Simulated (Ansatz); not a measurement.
A run of Ansatz 0.2.0 is set up as follows.

Contents of input.yaml:

```yaml
crystal:
  lattice:
    - [3.1795331, 0.0, 0.0]
    - [-1.58976655, 2.75355644, 0.0]
    - [0.0, 0.0, 4.43149073]
  atoms:
    - { symbol: Cu, position: [0.0, 0.0, 0.0] }
    - { symbol: Cu, position: [0.0, 0.0, 0.5] }
    - { symbol: O, position: [0.3333333333, 0.6666666667, 0.25] }
    - { symbol: O, position: [0.6666666667, 0.3333333333, 0.75] }
hamiltonian:
  xc: blyp
  pseudopotentials: { kind: paw }
  dispersion: d3bj
kpoints:
  mp_grid: { grid: [10, 10, 6] }
scf:
  occupations: { method: fermi_dirac, width: 0.05 }
output:
  forces: true
  stress: true
  eigenvalues: true
relax:
  f_tol: 0.01
  max_steps: 40
  cell: { stress_tol: 0.05 }
```

Potentials or basis: Ansatz PAW.

Run with:

```bash
$ ansatz run input.yaml --threads 2 --pin off --max-ram 5632MiB --backend cpu --events-out ev --progress --plain --runs-dir out
```

(1) Predict the relaxed volume.

(2) Predict the relaxed cell.

(3) What does it give for the space group after relaxing (to 0.05 Å)?

Results:

(1) 9.52 Å³/atom.

(2) a = 2.946 Å, b = 2.946 Å, c = 5.067 Å, α = 90.00°, β = 90.00°, γ = 120.00°.

(3) P6_3/mmc (No. 194).

Caveat: the pressure holds a Pulay correction of +1.0 GPa for the finite cutoff; the run has no spin polarisation, though such a crystal can be magnetic; semilocal functionals often make such compounds metallic where correlation or magnetic order opens a gap, which also shifts bond lengths; pairwise dispersion overbinds metals, which lowers pressure and volume; the PAW data sets come from PBE, with cores solved anew for the run's functional, which leaves a small shift of forces and pressure.
